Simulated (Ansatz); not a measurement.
**Point defect: H interstitial in Te₂Mo**

Computed with Ansatz, DFT PBE+D3(BJ), scalar-relativistic, plane waves, PAW. Settings: 420 eV cutoff, 2×2×2 k-mesh, Gaussian smearing of 0.01 eV, collinear spin in charge 0 alone.

Host crystal, relaxed:

```
Te Mo
1.0
     3.49697    0.00000    0.00000
    -1.74849    3.02847    0.00000
     0.00000    0.00000   13.70217
Te Mo
4 2
Direct
  0.33333 0.66667 0.11737
  0.66667 0.33333 0.61742
  0.66667 0.33333 0.88263
  0.33333 0.66667 0.38258
  0.33333 0.66667 0.75002
  0.66667 0.33333 0.24998
```

Supercell of 42 atoms, rows in host cell vectors: -3 -1 0; 1 -2 0; 0 0 1. Atoms relax at the host's cell, keeping the symmetry that the supercell leaves at the site. The cell is small, so energies carry finite-size errors of tenths of an eV. The host's Kohn–Sham gap is 0.60 eV. Atoms are taken from and returned to the elements' standard states. Charged cells are corrected for image charges with the computed static dielectric tensor (mean 19.4) and aligned with the host's potential at far atoms (alignment terms reach 0.22 eV). No band-filling term is added, and the Fermi level counts from the host's valence band top.

Spin-orbit coupling is left out, which matters for the bands and energies of heavy elements.

Defect: H interstitial at (0.000, 0.000, 0.500) of the host cell.

(1) What is the formation energy of the neutral defect?

(2) Does the neutral defect carry a moment, and how do its surroundings relax?

(3) Charges +1, 0, -1 were computed. Which is stable where in the gap?

## Answers

(1) 1.51 eV.

(2) It changes the cell's moment by 0.25 μB (a fraction, from partly filled bands). The nearest neighbours before are 6 Te at 2.58 Å; after relaxation the atoms near the site are 6 Te at 2.57 Å; the largest move is 0.01 Å.

(3) Among the charges computed the stable one is +1 at the valence band top, changing to 0 at 0.16 eV, changing to -1 at 0.29 eV. In charge 0 the cell has partly filled bands: a level of the defect may be part filled, the carrier may sit in the host's bands, or levels may cross between the k points, so transitions that involve it are doubtful. Other sites of the defect weren't tried. Levels between neighbouring charges: (+1/0) 0.16 eV, (0/-1) 0.29 eV.